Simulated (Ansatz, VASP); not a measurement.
Ta: VASP beside Ansatz

INCAR

```
PREC = Accurate
ENCUT = 600
EDIFF = 1E-7
ISMEAR = 0
SIGMA = 0.1
LREAL = False
LASPH = True
NELM = 80
ALGO = Normal
ISIF = 3
LWAVE = False
LCHARG = False
IBRION = 2
NSW = 80
EDIFFG = -0.005
```

The input KPOINTS:

```
regular mesh
0
Gamma
  16 16 16
```

The input POSCAR:

```
Ta
1.0
   -1.6550000000      1.6550000000      1.6550000000
    1.6550000000     -1.6550000000      1.6550000000
    1.6550000000      1.6550000000     -1.6550000000
Ta
1
Direct
    0.0000000000      0.0000000000      0.0000000000
```

Input for Ansatz:

```yaml
crystal:
  lattice:
    - [-1.655, 1.655, 1.655]
    - [1.655, -1.655, 1.655]
    - [1.655, 1.655, -1.655]
  atoms:
    - { symbol: Ta, position: [0.0, 0.0, 0.0] }
scf:
  occupations: { method: gaussian, width: 0.1 }
output:
  forces: true
  stress: true
  eigenvalues: true
hamiltonian:
  xc: lda
kpoints:
  mp_grid: { grid: [16, 16, 16] }
relax:
  f_tol: 0.005
  max_steps: 60
  cell: { stress_tol: 0.02 }
```

Alike in both runs: task relaxation of cell and atoms; functional LDA; k mesh 16 × 16 × 16; occupations gaussian, width 0.1 eV; no spin polarisation.

```csv
,VASP,Ansatz
version,VASP 6.6.1,Ansatz 0.2.0
potentials or method,"VASP PAW LDA potentials, release 64 (Ta_pv)","scalar-relativistic, plane waves, PAW"
plane-wave cutoff (eV),600,420
valence electrons in the cell,11,13
```

Ansatz gave:

* gap on the k mesh at the Fermi level, each at its own relaxed structure (eV): none
* relaxed volume (Å³/atom): 17.21
* relaxed cell length with the largest relative difference (Å): 2.817
* energy change over the relaxation (meV/atom): -30

Problem. What did VASP give for the same quantities?

Solution. gap on the k mesh at the Fermi level, each at its own relaxed structure (eV): none; relaxed volume (Å³/atom): 17.28; relaxed cell length with the largest relative difference (Å): 2.821; energy change over the relaxation (meV/atom): -26.

A gap of «none» marks a metal or a gap that the smearing closes. The two sets of potentials don't hold the same shells in valence.

Spin-orbit coupling is left out, which matters for the levels of Ta.
